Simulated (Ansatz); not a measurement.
# BaS (CsCl type): how the settings move a single-point run

How sensitive is a single-point run of BaS (CsCl type) to its settings? A reference run comes first, then one run with altered input.

Method: reference: DFT, PBE, norm-conserving pseudopotentials, Ansatz's default files, scalar-relativistic, in Ansatz 0.2.0.

### Step 1. The structure to begin with

The structure is cubic, space group Pm-3m (No. 221). Conventional cell: a = 3.840 Å, b = 3.840 Å, c = 3.840 Å, α = 90.00°, β = 90.00°, γ = 90.00°. Around Ba (site symmetry m-3m) lie 8 S at 3.33 Å. Around S (site symmetry m-3m) lie 8 Ba at 3.33 Å.

Structure file:

```
Ba S
1.0
     3.84047    0.00000    0.00000
     0.00000    3.84047    0.00000
     0.00000    0.00000    3.84047
Ba S
1 1
Direct
  0.00000 0.00000 0.00000
  0.50000 0.50000 0.50000
```

### Step 2. The reference run

input.yaml

```yaml
crystal:
  lattice:
    - [3.8404747392, 0.0, 0.0]
    - [0.0, 3.8404747392, 0.0]
    - [0.0, 0.0, 3.8404747392]
  atoms:
    - { symbol: Ba, position: [0.0, 0.0, 0.0] }
    - { symbol: S, position: [0.5, 0.5, 0.5] }
kpoints:
  mp_grid: { grid: [10, 10, 10] }
scf:
  occupations: { method: fermi_dirac, width: 0.05 }
hamiltonian:
  xc: pbe
  pseudopotentials: { kind: nc }
output:
  forces: true
  stress: true
  eigenvalues: true
```

Run with:

```sh
ansatz run input.yaml --threads 1 --pin off --max-ram 2048MiB --backend cpu --events-out ev --progress --plain --runs-dir out
```

### Step 3. Variant: pseudopotentials.accuracy standard

input.yaml, as its differences from that of step 2:

```diff
@@ -14,3 +14,3 @@
   xc: pbe
-  pseudopotentials: { kind: nc }
+  pseudopotentials: { kind: nc, accuracy: standard }
 output:
```

Q: Predict the outcome of this session. Wanted: for each run, ending; energy change; pressure; gap; force.

As calculated:

```
                                  run     ending   energy change  pressure (GPa)  gap (eV)  force (eV/Å)  cycles   time
                            reference  converged               -             0.0      1.58          0.00       7  3.4 s
1: pseudopotentials.accuracy standard  converged  not comparable             0.0      1.57          0.00       7  3.6 s
```

Residual by cycle in the longest SCF loop of each run; runs are numbered as in the table. The quantity is the density residual dr2, in eV.

```
cycle  reference   run 1
    1      0.377   0.376
    2     0.0682  0.0674
    3     0.0107  0.0107
    4     8.3e-4  8.7e-4
    5     1.7e-5  1.9e-5
    6     4.3e-8  3.9e-8
    7     3.6e-9  3.8e-9
```

What this shows: After a change of potentials the difference of the totals has no physical meaning; pressure, gap, moments and forces, where computed, barely move. The two sets of potentials agree on what can be compared. The gap of the reference lacks spin-orbit coupling, though the cell holds Ba.
